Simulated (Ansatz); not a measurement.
Be2C (antifluorite), relaxed with r2SCAN: 5 runs in the PAW code Ansatz, each a calculation of independent-particle optics. It is cubic, Fm-3m (No. 225); conventional cell a = 4.321 Å, 6.72 Å³ an atom. C is surrounded by 8 Be at 1.87 Å; Be is surrounded by 4 C at 1.87 Å. No spin polarisation and no zero-point or thermal motion.

```
C Be
1.0
     0.00000    2.16049    2.16049
     2.16049    0.00000    2.16049
     2.16049    2.16049    0.00000
C Be
1 2
Cartesian
  0.0000 0.0000 0.0000
  1.0802 1.0802 1.0802
  3.2407 3.2407 3.2407
```

On meshes this coarse, single peaks can be features of the mesh. No local fields, no excitons; the zone sum runs over the cells of the mesh, and ε∞ includes the bands left out of the spectrum. Up to four peaks are listed, those above 15 % of the tallest and inside the complete range; the four can differ from row to row. Rows marked drawn have settings drawn at random (some not listed).

```
functional  k mesh  broadening (eV)    scissors (eV)  range (eV)  settings  direct gap on the mesh before scissors (eV)  ε∞ xx  ε∞ yy  ε∞ zz  complete up to (eV)  tallest peaks of mean ε₂ (eV)
       PBE   8×8×8              0.1             0.00        0–12    chosen                                         4.15   7.23   7.23   7.23                 12.0                           7.40
       PBE   8×8×8              0.1  1.00 (to HSE06)        0–12    chosen                                         4.15   6.52   6.52   6.52                 12.0                           8.40
       PBE   6×6×6             0.15             0.30        0–30     drawn                                         4.14   7.00   7.00   7.00                 30.0                           7.70
    r2SCAN   6×6×6             0.05             0.00        2–15     drawn                                         4.65   6.61   6.61   6.61                 15.0                           8.00
```

Problem. Estimate from these rows what the further settings give.
```tsv
functional	k mesh	broadening (eV)	scissors (eV)	range (eV)	settings
r2SCAN	8×8×8	0.1	0.00	0–12	chosen
```

Solution.

| functional | k mesh | broadening (eV) | scissors (eV) | range (eV) | settings | direct gap on the mesh before scissors (eV) | ε∞ xx | ε∞ yy | ε∞ zz | complete up to (eV) | tallest peaks of mean ε₂ (eV) |
| --- | --- | --- | --- | --- | --- | --- | --- | --- | --- | --- | --- |
| r2SCAN | 8×8×8 | 0.1 | 0.00 | 0–12 | chosen | 4.65 | 6.60 | 6.60 | 6.60 | 12.0 | 8.00 11.10 |

The fundamental gap is indirect (1.17 eV with PBE on 8×8×8); the table holds the direct one.
